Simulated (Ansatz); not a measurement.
**BaS: energy along a strain**

BaS, Fm-3m, a = 6.388 Å (as given, not relaxed at this level: 0.8 GPa). Ansatz: PBE, PAW, 420 eV, Γ-centred 8×8×8 mesh on 2 atoms, Gaussian smearing 0.05 eV; no spin polarisation. Cell vectors (Å): 0.000 3.194 3.194; 3.194 0.000 3.194; 3.194 3.194 0.000. The cell is strained by x per cent times the pattern (0 0 1 0 0 0) in the order xx yy zz yz xz xy (engineering shears), with fractional coordinates held. y is the free energy over the start, V0 = 32.576 Å³/atom.

```tsv
x (%)	y (meV/atom)
-2.00	7.77
-1.50	4.96
-1.00	2.74
-0.50	1.10
0.00	0.00
0.50	-0.60
1.00	-0.74
1.50	?
1.75	-0.12
2.00	0.29
```

Fit y = c1 x + c2 x² + c3 x³ to the other rows, get the stiffness along the pattern, and predict the missing energy.

Least squares on the rows shown. y = −1.696 x + 1.007 x² − 0.04366 x³. The clamped-ion stiffness p·C·p = 2 × 10.07 eV × 160.2 / 32.576 Å³ = 99 GPa, which is C33 in these axes (C11 of the cubic crystal) (second derivative at the start, which stands under stress). At x = 1.50 the fit asked for gives -0.43 meV/atom. The run gave -0.43 meV/atom, the same to the digits shown.